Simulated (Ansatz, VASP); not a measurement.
One calculation of BiTe, two programs

Contents of INCAR:

```
  PREC = Accurate
  ENCUT = 520
  EDIFF = 1E-6
  ISMEAR = 0
  SIGMA = 0.02
  LREAL = F
  LASPH = T
  NELM = 100
  ALGO = Normal
  ISIF = 2
  LWAVE = F
  LCHARG = F
  GGA = PE
  LORBIT = 11
```

File KPOINTS:

```
Automatic mesh
0
Gamma
  7 7 7
```

File POSCAR:

```
BiTe
1.0
    2.4227077728      1.3987509848      3.3172919545
   -2.4227077728      1.3987509848      3.3172919545
    0.0000000000     -2.7975019696      3.3172919545
Bi Te
1 1
Direct
    0.5000000000      0.5000000000      0.5000000000
    0.0000000000      0.0000000000      0.0000000000
```

Contents of input.yaml:

```yaml
crystal:
  lattice:
    - [2.4227077728, 1.3987509848, 3.3172919545]
    - [-2.4227077728, 1.3987509848, 3.3172919545]
    - [0.0, -2.7975019696, 3.3172919545]
  atoms:
    - { symbol: Bi, position: [0.5, 0.5, 0.5] }
    - { symbol: Te, position: [0.0, 0.0, 0.0] }
hamiltonian:
  xc: pbe
  pseudopotentials: { kind: paw }
kpoints:
  mp_grid: { grid: [7, 7, 7] }
scf:
  occupations: { method: gaussian, width: 0.02 }
output:
  forces: true
  stress: true
  eigenvalues: true
```

The cell comes from a database or a generator and needn't be the stable form of this composition.

Alike in both runs: functional PBE; k mesh 7 × 7 × 7; occupations gaussian, width 0.02 eV; no spin polarisation.

```csv
,VASP,Ansatz
version,VASP 6.6.1,Ansatz 0.2.0
potentials or method,"VASP PAW PBE potentials, release 64 (Bi_d, Te)",Ansatz PAW
plane-wave cutoff (eV),520,420
valence electrons in the cell,21,31
task,atomic charges,single point
```

Ansatz gave:

```
gap on the k mesh at the Fermi level (eV)       : none
pressure (GPa)                                  : 0.2
largest component of the traceless stress (GPa) : 0.16
```

Task: Which values does VASP return?

Result: gap on the k mesh at the Fermi level (eV): none; pressure (GPa): 0.1; largest component of the traceless stress (GPa): 0.16.

A gap of «none» marks a metal or a gap that the smearing closes. The two sets of potentials don't hold the same shells in valence.

Caveats: spin-orbit coupling is left out, which moves the levels of the heavy elements.
